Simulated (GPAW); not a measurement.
# La2O3 (P321) in GPAW: single point with TB-mBJ

Aim: the single point of La2O3 with TB-mBJ.

Everything below comes from runs of GPAW 26.7.0. Logs are shortened: lines on timing, memory, paths and dates and some standing lists are left out, and cuts for length are marked. The log counts tension as positive stress, the text compression.

## (1) Starting point

It takes space group P321 (No. 150, trigonal). The conventional cell has a = 6.370 Å, b = 6.370 Å, c = 3.290 Å, α = 90.00°, β = 90.00°, γ = 120.00°. La (site symmetry 3) is surrounded by 6 O at 2.46 to 2.47 Å. O (site symmetry 2) is surrounded by 4 La at 2.46 to 2.47 Å.

The cell comes from a database or a generator and needn't be the stable form of this composition.

## (2) Single point, TB-mBJ

run.py reads:

```python
from ase import Atoms
from ase.dft.bandgap import bandgap
from ase.io import write
from gpaw import GPAW, PW

atoms = Atoms(['La', 'La', 'O', 'O', 'O'],
              cell=[[6.3702727145, 0.0, 0.0],
                    [-3.1851363572, 5.5168179998, 0.0],
                    [0.0, 0.0, 3.2898942108]],
              scaled_positions=[[0.6666666667, 0.3333333333, 0.498103],
                                [0.3333333333, 0.6666666667, 0.501897],
                                [0.504607, 0.0, 0.0],
                                [0.0, 0.504607, 0.0],
                                [0.495393, 0.495393, 0.0]],
              pbc=True)

calc = GPAW(mode=PW(800),
            xc='TB09',
            kpts={'size': (4, 4, 6), 'gamma': True},
            occupations={'name': 'fermi-dirac', 'width': 0.05},
            nbands=42,
            convergence={'density': 1e-05, 'energy': 1e-05},
            eigensolver='cg',
            maxiter=150,
            txt='gpaw.txt')
atoms.calc = calc
energy = atoms.get_potential_energy()
calc.write('gs.gpw')
write('result.traj', atoms)
print('Fermi level:', round(calc.get_fermi_level(), 4), 'eV')
print(f'Gap: {bandgap(calc)[0]:.4f} eV, direct: {bandgap(calc, direct=True)[0]:.4f} eV')
```

Potentials or basis: GPAW PAW data sets for LDA (gpaw-data 1.2.1), pw.

Launch:

```sh
OMP_NUM_THREADS=1 python run.py
```

gpaw.txt:

```text
___ ___ ___ _ _ _
 |   |   |_  | | | |
 | | | | | . | | | |
 |__ |  _|___|_____|  26.7.0
 |___|_|

Input parameters:
  convergence: {density: 1e-05,
                energy: 1e-05}
  eigensolver: cg
  kpts: {gamma: True,
         size: (4, 4, 6)}
  maxiter: 150
  mode: {ecut: 800.0,
         name: pw}
  nbands: 42
  occupations: {name: fermi-dirac,
                width: 0.05}
  xc: TB09

System changes: positions, numbers, cell, pbc, initial_charges, initial_magmoms

Initialize ...

species:
  La:
    name:    Lanthanum
    Z:       57.0
    valence: 11
    core:    46
    charge:  0.0  # [|e|]
    compensation charges:
      type: gauss
      rc: 0.35  # [Å]
      lmax: 2
    cutoffs:
      filter: 1.17  # [Å]
      core: 2.19  # [Å]
    projectors
    | kind |    occ | energy [eV] | rcut [Å] |
    |------|--------|-------------|----------|
    |   5s |  2.000 |     -39.071 |    1.164 |
    |   6s |  2.000 |      -3.813 |    1.164 |
    |   5p |  6.000 |     -22.478 |    1.164 |
    |   6p |  0.000 |      -1.412 |    1.164 |
    |   5d |  1.000 |      -3.204 |    1.164 |
    |   4f |  0.000 |      -4.581 |    1.164 |
    |    d |        |      24.008 |    1.164 |
    |    f |        |      22.631 |    1.164 |

    Using partial waves for La as LCAO basis

  O:
    name:    Oxygen
    Z:       8.0
    valence: 6
    core:    2
    charge:  0.0  # [|e|]
    compensation charges:
      type: gauss
      rc: 0.21  # [Å]
      lmax: 2
    cutoffs:
      filter: 1.17  # [Å]
      core: 0.83  # [Å]
    projectors
    | kind |    occ | energy [eV] | rcut [Å] |
    |------|--------|-------------|----------|
    |   2s |  2.000 |     -23.752 |    0.688 |
    |   2p |  4.000 |      -9.195 |    0.598 |
    |    s |        |       3.459 |    0.688 |
    |    p |        |      18.016 |    0.598 |
    |    d |        |       0.000 |    0.619 |

    Using partial waves for O as LCAO basis

Reference energy: -467960.970027  # eV

Spin-paired calculation

Convergence criteria:
 Maximum [total energy] change in last 3 cyles: 1e-05 eV / valence electron
 Maximum integral of absolute [dens]ity change: 1e-05 electrons / valence electron
 Maximum integral of absolute [eigenst]ate change: 4e-08 eV^2 / valence electron
 Maximum number of scf [iter]ations: 150
 (Square brackets indicate name in SCF output, whereas a 'c' in
 the SCF output indicates the quantity has converged.)

Symmetries present (total): 6

  ( 1  0  0)  ( 1  0  0)  ( 0  1  0)  ( 0  1  0)  (-1 -1  0)  (-1 -1  0)
  ( 0  1  0)  (-1 -1  0)  ( 1  0  0)  (-1 -1  0)  ( 1  0  0)  ( 0  1  0)
  ( 0  0  1)  ( 0  0 -1)  ( 0  0 -1)  ( 0  0  1)  ( 0  0  1)  ( 0  0 -1)

96 k-points: 4 x 4 x 6 Monkhorst-Pack grid + [1/8,1/8,1/12]
18 k-points in the irreducible part of the Brillouin zone
       k-points in crystal coordinates                weights
   0:     0.00000000    0.00000000    0.00000000          1/96
   1:     0.00000000    0.00000000    0.16666667          2/96
   2:     0.00000000    0.00000000    0.33333333          2/96
   3:     0.00000000    0.00000000    0.50000000          1/96
   4:     0.25000000    0.00000000   -0.33333333          6/96
   5:     0.25000000    0.00000000   -0.16666667          6/96
   6:     0.25000000    0.00000000    0.00000000          6/96
   7:     0.25000000    0.00000000    0.16666667          6/96
   8:     0.25000000    0.00000000    0.33333333          6/96
   9:     0.25000000    0.00000000    0.50000000          6/96
          ...
  17:     0.50000000    0.50000000    0.50000000          3/96

Wave functions: Plane wave expansion
  Cutoff energy: 800.000 eV
  Number of coefficients (min, max): 5919, 5991
  Pulay-stress correction: 0.000000 eV/Ang^3 (de/decut=0.000000)
  Using FFTW library
  ScaLapack parameters: grid=1x1, blocksize=None
  Wavefunction extrapolation:
    Improved wavefunction reuse through dual PAW basis

Occupation numbers: Fermi-Dirac:
  width: 0.0500  # eV

Eigensolver
   CG(niter=4, rtol=3.0e-01)

Densities:
  Coarse grid: 42*42*24 grid
  Fine grid: 84*84*48 grid
  Total Charge: 0.000000

Density mixing:
  Method: separate
  Backend: msr1
  Linear mixing parameter: 0.05
  old densities: 10
  Width of damping distribution: 1.1
  Damping of long wavelength oscillations: 20

Hamiltonian:
  XC and Coulomb potentials evaluated on a 84*84*48 grid
  Using the TB09 Exchange-Correlation functional
  External potential:
    NoExternalPotential

XC parameters: TB09 with 2 nearest neighbor stencil

Number of atoms: 5
Number of atomic orbitals: 52
Number of bands in calculation: 42
Number of valence electrons: 40
Bands to converge: occupied

... initialized

Initializing position-dependent things.

Density initialized from atomic densities
Creating initial wave functions:
  42 bands from LCAO basis set

              La
                    La
         O       O

                   O

Atomic positions and initial magnetic moments

Positions:
   0 La     3.185136    1.838939    1.638706    ( 0.0000,  0.0000,  0.0000)
   1 La    -0.000000    3.677879    1.651188    ( 0.0000,  0.0000,  0.0000)
   2 O      3.214484    0.000000    0.000000    ( 0.0000,  0.0000,  0.0000)
   3 O     -1.607242    2.783825    0.000000    ( 0.0000,  0.0000,  0.0000)
   4 O      1.577894    2.732993    0.000000    ( 0.0000,  0.0000,  0.0000)

Unit cell:
           periodic     x           y           z      points  spacing
  1. axis:    yes    6.370273    0.000000    0.000000    42     0.1314
  2. axis:    yes   -3.185136    5.516818    0.000000    42     0.1314
  3. axis:    yes    0.000000    0.000000    3.289894    24     0.1371

  Lengths:   6.370273   6.370273   3.289894
  Angles:   90.000000  90.000000 120.000000

Effective grid spacing dv^(1/3) = 0.1398

iter:   1 11305.693507
iter:   2 11327.414547   +1.44  -0.74
iter:   3 11324.259087   +0.64  -1.04
iter:   4 11332.383213   +0.34  -0.95
iter:   5 11338.614701   -0.03  -1.21
iter:   6 11344.415823   -0.21  -1.37
iter:   7 11346.911791   -0.34  -1.52
iter:   8 11320.091930   +2.00  -1.98
iter:   9 11342.442859   +1.90  -1.90
iter:  10 11344.338834   +1.10  -1.83
[... 56 further cycles ...]
iter:  67 11343.754727   -6.93  -5.51c
iter:  68 11343.755860   -7.53c -5.44c
iter:  69 11343.757074   -7.60c -5.41c
iter:  70 11343.758255   -7.49c -5.60c
iter:  71 11343.759529   -7.60c -6.16c
iter:  72 11343.760229   -7.86c -6.08c
iter:  73 11343.759190   -7.83c -6.00c
iter:  74 11343.760113   -7.78c -5.83c
iter:  75 11343.760113   -8.00c -5.76c
iter:  76 11343.760172c  -8.78c -5.62c

Converged after 76 iterations.

Dipole moment: (-0.000000, -0.000000, 0.000000) |e|*Ang

Energy contributions relative to reference atoms: (reference = -467960.970027)

Kinetic:        -46.303494
Potential:      +64.132233
External:        +0.000000
XC:            +11336.235111
Entropy (-ST):   -0.000000
Local:          -10.303678
SIC:             +0.000000
--------------------------
Free energy:   +11343.760172
Extrapolated:  +11343.760172

Showing only first 2 kpts
 Kpt  Band  Eigenvalues  Occupancy
  0    18      4.89911    2.00000
  0    19      5.00021    2.00000
  0    20      8.63530    0.00000
  0    21      9.30286    0.00000

  1    18      4.50482    2.00000
  1    19      4.97423    2.00000
  1    20      9.03281    0.00000
  1    21      9.38511    0.00000

Fermi level: 7.10963

Gap: 3.131 eV
Transition (v -> c):
  (s=0, k=3, n=19, [0.00, 0.00, 0.50]) -> (s=0, k=0, n=20, [0.00, 0.00, 0.00])
Direct/indirect transitions are different
Direct gap: 3.635 eV
Transition at: (s=0, k=0, n=19, [0.00, 0.00, 0.00])
Writing to gs.gpw (mode='')
```

It took 15 min on 1 thread of Arm Neoverse V2, shared host; peak memory 1.1 GiB.

Results:

```
Band gap on the k mesh : 3.13 eV, indirect (least direct gap 3.64 eV)
```

Levels at points of the mesh, in eV from the valence-band top:
```csv
k point,band 16,band 17,band 18,band 19,band 20,band 21,band 22,band 23,band 24,band 25
"(0.00, 0.00, 0.00)",-1.50,-1.00,-1.00,-0.61,-0.50,3.13,3.80,3.80,3.95,4.18
"(0.00, 0.00, 0.50)",-1.41,-1.04,-1.04,-0.29,0.00,3.84,3.90,3.93,4.08,4.08
"(0.50, 0.50, 0.00)",-1.50,-1.24,-1.09,-1.07,-0.85,3.54,3.82,3.88,4.06,4.11
"(0.50, 0.50, 0.50)",-1.68,-1.47,-1.10,-0.64,-0.59,3.87,3.90,3.97,4.07,4.09
```

Caveat: one-centre terms of the f shell are cut off; a model potential gives levels but no total energy; spin-orbit coupling is left out, which moves the levels of the heavy elements.
